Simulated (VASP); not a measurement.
Input of a VASP 6.6.1 run:

The input INCAR:

```
SYSTEM = Sb2Se3
  ALGO = Fast
  EDIFF = 1E-4
  EDIFFG = -0.08
  ENCUT = 520
  GGA = PE
  IBRION = 2
  ISIF = 3
  ISMEAR = 0
  LASPH = .TRUE.
  LCHARG = .FALSE.
  LREAL = Auto
  LWAVE = .FALSE.
  NELM = 60
  NSW = 24
  PREC = Normal
  SIGMA = 0.15
```

Contents of KPOINTS:

```
k-points
0
G
  2 2 2
  0 0 0
```

POSCAR

```
Sb2Se3
1.0
    0.0000000000      5.4777166600      5.4777166600
    5.4777166600      0.0000000000      5.4777166600
    5.4777166600      5.4777166600      0.0000000000
Sb Se
4 6
Direct
    0.6281440000      0.1155679900      0.6281440000
    0.6281440000      0.6281440000      0.6281440000
    0.1155679900      0.6281440000      0.6281440000
    0.6281440000      0.6281440000      0.1155679900
    0.7113478300      0.2886521700      0.2886521700
    0.2886521700      0.7113478300      0.7113478300
    0.2886521700      0.2886521700      0.7113478300
    0.7113478300      0.7113478300      0.2886521700
    0.7113478300      0.2886521700      0.7113478300
    0.2886521700      0.7113478300      0.2886521700
```

Potentials or basis: VASP PAW PBE potentials, release 64 (Sb, Se).

Launch:

```bash
$ cat potpaw_PBE.64/Sb/POTCAR potpaw_PBE.64/Se/POTCAR > POTCAR
$ mpirun -np 1 vasp_std > vasp.out
```

**Question.** Predict the band gap on the k mesh.

**Answer.** 1.66 eV, indirect (least direct gap 1.72 eV).

**Question.** Predict the relaxed volume.

**Answer.** 44.84 Å³/atom.

The path:
```tsv
step	energy change (eV)	largest force (eV/Å)	pressure (GPa)	volume (Å³)
1	0.0000	10.0620	39.62	328.72
2	-0.5693	1.3816	-3.94	887.03
3	-5.0213	2.1388	-4.88	761.31
4	-9.4542	2.8494	-5.44	659.16
5	-17.1134	2.9856	-2.55	474.95
6	-16.6626	2.7809	5.44	400.75
7	-17.5034	2.5829	-0.50	447.33
8	-17.5230	2.4525	0.04	440.47
9	-18.7616	1.6987	-0.31	447.17
10	-19.4030	0.6991	-0.68	454.55
11	-19.4489	0.3879	-0.76	456.98
12	-19.4490	0.3374	-0.78	457.31
13	-19.4624	0.2643	0.83	441.54
14	-19.4860	0.0780	0.07	448.39
```

Caveat: the k mesh is coarse (spacing up to 0.50 Å⁻¹), so the values aren't converged; the volume moved by over 15 % at a fixed basis, so the end points are rough; spin-orbit coupling is left out, which moves the levels of the heavy elements; the relaxation stopped at a loose force limit of 0.08 eV/Å, so its end isn't a converged minimum. As with any semilocal functional, this PBE gap is likely too small.
